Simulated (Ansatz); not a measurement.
α-quartz-type GeO2 (metastable phase) was calculated with PBE in Ansatz (plane waves, PAW).

Settings: plane-wave cutoff 520 eV, 12×12×6 k mesh (along the axes of the cell as run), Fermi–Dirac smearing 0.01 eV, scalar-relativistic PAW data made under PBE.

Cell (measured lattice):

```
GeO2
1.0
    4.98700     0.00000     0.00000
   -2.49350     4.31887     0.00000
    0.00000     0.00000     5.65200
Ge O
3 6
Direct
  0.00000   0.44979   0.33333
  0.55021   0.55021   0.00000
  0.44979   0.00000   0.66667
  0.30577   0.39339   0.24695
  0.60661   0.91238   0.91361
  0.69423   0.08762   0.41972
  0.91238   0.60661   0.08639
  0.39339   0.30577   0.75305
  0.08762   0.69423   0.58028
```

**Question.** Estimate the band gap and smallest direct gap on the k points sampled that the calculation returns.

**Answer.** 
- band gap: 3.45 eV (indirect)
- smallest direct gap on the k points sampled: 3.50 eV

Note: cell and atoms aren't relaxed at this level (largest force component 0.19 eV/Å, pressure 4.8 GPa).

Spin–orbit coupling is not included.

The computed numbers hold no vibrational or temperature effects.

Ansatz is a program for electronic structure.
